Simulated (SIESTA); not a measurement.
The system is ZrS.

```xyz
2
Lattice="0.0000 2.6250 2.6250 2.6250 0.0000 2.6250 2.6250 2.6250 0.0000" Properties=species:S:1:pos:R:3 pbc="T T T"
Zr    0.0000    0.0000    0.0000
S     2.6250    2.6250    2.6250
```

* Program: SIESTA 5.4.2
* Task: relaxation of cell and atoms
* Functional: vdW-DF2
* Potentials or basis: PseudoDojo 0.4 standard (PBE files)
* Basis: SZP (energy shift 0.002 Ry)
* Grid cutoff: 800 Ry
* Energy shift: 0.002 Ry
* k mesh: 9 × 9 × 9
* Occupations: fermi-dirac, width 0.05 eV
* Spin: no spin polarisation

At the start: pressure 13.0 GPa; volume 18.09 Å³/atom.

Q: How do energy, volume and symmetry change on relaxing?

A: Over 4 steps the energy falls by 70.2 meV/atom and the volume is 20.01 Å³/atom (+10.6 %); space group Fm-3m (No. 225, to 0.05 Å).

The path:
| step | energy change (eV) | largest force (eV/Å) | pressure (GPa) | volume (Å³) |
| --- | --- | --- | --- | --- |
| 1 | 0.0000 | 0.0000 | 12.99 | 36.18 |
| 2 | -0.0203 | 0.0000 | 11.87 | 36.44 |
| 3 | -0.1389 | 0.0000 | 1.25 | 39.55 |
| 4 | -0.1404 | 0.0000 | -0.02 | 40.03 |

Final structure:
```yaml
crystal:
  lattice:
    - [0.00000, 2.71504, 2.71504]
    - [2.71504, 0.00000, 2.71504]
    - [2.71504, 2.71504, 0.00000]
  atoms:
    - { symbol: Zr, position: [0.00000, 0.00000, 0.00000] }
    - { symbol: S, position: [0.50000, 0.50000, 0.50000] }
```

Caveat: the potentials were made for another functional, which shifts forces and pressure; the volume moved by +11 % from the deposited cell, more than functionals usually miss; the basis of atomic orbitals isn't converged, which shifts pressures, moduli and gaps.
